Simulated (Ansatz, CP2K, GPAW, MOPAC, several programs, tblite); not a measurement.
What each method gives for MgTe (P6_3mc)

A 4-atom cell of MgTe started from a crystallographic database, relaxed with r2SCAN in Ansatz, was computed with several methods. Space group P6_3mc (No. 186), hexagonal; a = 4.578 Å, c = 7.456 Å in the conventional setting, 33.82 Å³ an atom. Around Mg lie 4 Te at 2.80 Å; around Te lie 4 Mg at 2.80 Å. (Simulation; spin polarisation is off.)

```cif
data_structure
_symmetry_space_group_name_H-M 'P 1'
_symmetry_Int_Tables_number 1
_cell_length_a 4.5775
_cell_length_b 4.5775
_cell_length_c 7.4556
_cell_angle_alpha 90.000
_cell_angle_beta 90.000
_cell_angle_gamma 120.000
_cell_volume 135.29
loop_
_atom_site_label
_atom_site_type_symbol
_atom_site_fract_x
_atom_site_fract_y
_atom_site_fract_z
_atom_site_occupancy
Mg1 Mg 0.33333 0.66667 0.00440 1
Mg2 Mg 0.66667 0.33333 0.50440 1
Te1 Te 0.33333 0.66667 0.38060 1
Te2 Te 0.66667 0.33333 0.88060 1
```

Gaps and times are for a single point on this cell; volume and bulk modulus come from each method's own relaxation or energy curve at fixed shape, which is too stiff where a cell has free coordinates or axes. Times are rough, from shared hosts (Arm Neoverse V1), and each method has its own mesh and cell size. A double dagger marks a value from a curve with shape and coordinates held. PM6 (MOPAC) and PM7 (MOPAC): levels, charges or heat of formation failed a check of plausibility, so no values are given. PM6 (MOPAC), PM7 (MOPAC), GFN1-xTB (tblite), GFN2-xTB (tblite) treat a cluster of cells at its zone centre, which samples few k points: where these miss a band edge, the gap comes out too large for that reason alone. Gaps from k meshes are read at a limited set of points (mesh, symmetry points, PBE's band edges), so each method's own least gap may be somewhat smaller. xTB and the PM methods were fitted mostly to molecules, and can miss a solid's gap by electronvolts. Minimal bases can be far off for gaps. GLLB-SC's gap includes the derivative discontinuity. d marks a direct gap, i an indirect one (no mark: not told apart), a dash a value that wasn't computed or didn't pass its checks.

```
                              method              kind  gap (eV)  own volume (Å³/atom)  bulk modulus (GPa)  atoms computed  processor time
                         PM6 (MOPAC)    semi-empirical         –                     –                   –              72           1.9 s
light PBE (260 eV and a coarse mesh)  light plane-wave    2.44 d                     –                   –               4           2.5 s
                         PM7 (MOPAC)    semi-empirical         –                     –                   –              72           2.7 s
                   GFN1-xTB (tblite)     tight binding      1.34                     –                   –              72           3.1 s
                      PBE/SZV (CP2K)       small basis    1.69 d                     –                   –               4            11 s
                                 PBE         semilocal    2.46 d                 34.49                 34‡               4            12 s
                   GFN2-xTB (tblite)     tight binding      1.38                35.23‡                 30‡              72            14 s
                     PBE/DZVP (CP2K)       small basis    2.28 d                     –                   –               4            17 s
                              r2SCAN         semilocal    3.16 d                 33.82                 37‡               4            23 s
              PBE/single zeta (GPAW)       small basis    2.26 d                     –                   –               4            26 s
                      GLLB-SC (GPAW)   model potential      4.53                     –                   –               4           110 s
```

Against r2SCAN (3.16 eV) and with closed or daggered gaps left aside, the nearest gap at the points sampled is that of PBE (-0.70 eV) and the farthest that of GFN1-xTB (tblite) (-1.82 eV). r2SCAN is only a yardstick of convenience: semilocal gaps usually lie below measured ones, which GLLB-SC and hybrids aim to mend.

Volumes against r2SCAN's: PBE +2.0 %.

Spin-orbit coupling is left out, which matters wherever the heavy atoms make up the band edges.
